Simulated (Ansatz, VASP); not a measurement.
**TiO2: VASP beside Ansatz**

Contents of INCAR:

```
SYSTEM = TiO2
PREC = Accurate
ENCUT = 580
EDIFF = 1E-6
ISMEAR = -1
SIGMA = 0.05
LREAL = .False.
LASPH = .True.
NELM = 100
ALGO = Normal
ISIF = 3
LWAVE = .False.
LCHARG = .False.
GGA = PE
IBRION = 2
NSW = 40
EDIFFG = -0.01
```

Contents of KPOINTS:

```
Automatic mesh
0
Gamma
  6 6 9
  0 0 0
```

The input POSCAR:

```
TiO2
1.0
    4.5998373239      0.0000000000      0.0000000000
    0.0000000000      4.5998373239      0.0000000000
    0.0000000000      0.0000000000      2.9592135600
Ti O
2 4
Direct
    0.0000000000      0.0000000000      0.5000000000
    0.5000000000      0.5000000000      0.0000000000
    0.3043213200      0.3043213200      0.5000000000
    0.1956786800      0.8043213200      0.0000000000
    0.8043213200      0.1956786800      0.0000000000
    0.6956786800      0.6956786800      0.5000000000
```

The input input.yaml:

```yaml
crystal:
  lattice:
    - [4.5998373239, 0.0, 0.0]
    - [0.0, 4.5998373239, 0.0]
    - [0.0, 0.0, 2.95921356]
  atoms:
    - { symbol: Ti, position: [0.0, 0.0, 0.5] }
    - { symbol: Ti, position: [0.5, 0.5, 0.0] }
    - { symbol: O, position: [0.30432132, 0.30432132, 0.5] }
    - { symbol: O, position: [0.19567868, 0.80432132, 0.0] }
    - { symbol: O, position: [0.80432132, 0.19567868, 0.0] }
    - { symbol: O, position: [0.69567868, 0.69567868, 0.5] }
hamiltonian:
  xc: pbe
  pseudopotentials: { kind: paw }
kpoints:
  mp_grid: { grid: [6, 6, 9] }
scf:
  occupations: { method: fermi_dirac, width: 0.05 }
output:
  forces: true
  stress: true
relax:
  f_tol: 0.01
  max_steps: 40
  cell: { stress_tol: 0.05 }
```

The cell is a database's computed one.

Alike in both runs: task relaxation of cell and atoms; functional PBE; k mesh 6 × 6 × 9; occupations fermi-dirac, width 0.05 eV; no spin polarisation.

|  | VASP | Ansatz |
| --- | --- | --- |
| version | VASP 6.6.1 | Ansatz 0.2.0 |
| potentials or method | VASP PAW PBE potentials, release 54 (Ti, O) | Ansatz PAW |
| plane-wave cutoff (eV) | 580 | 420 |
| valence electrons in the cell | 32 | 48 |

```tsv
	VASP	Ansatz	Ansatz less VASP
relaxed volume (Å³/atom)	10.75	10.65	-0.101
relaxed cell length with the largest relative difference (Å)	4.661	4.643	-0.0180
energy change over the relaxation (meV/atom)	-7	-3	+3.8
```

The two sets of potentials don't hold the same shells in valence.

Caveats: the plane-wave basis is chosen anew once the cell has moved, so the energies of steps on either side of that aren't comparable (Ansatz); the pressure holds a Pulay correction of +0.7 GPa for the finite cutoff (Ansatz). A k mesh can miss the band edges.
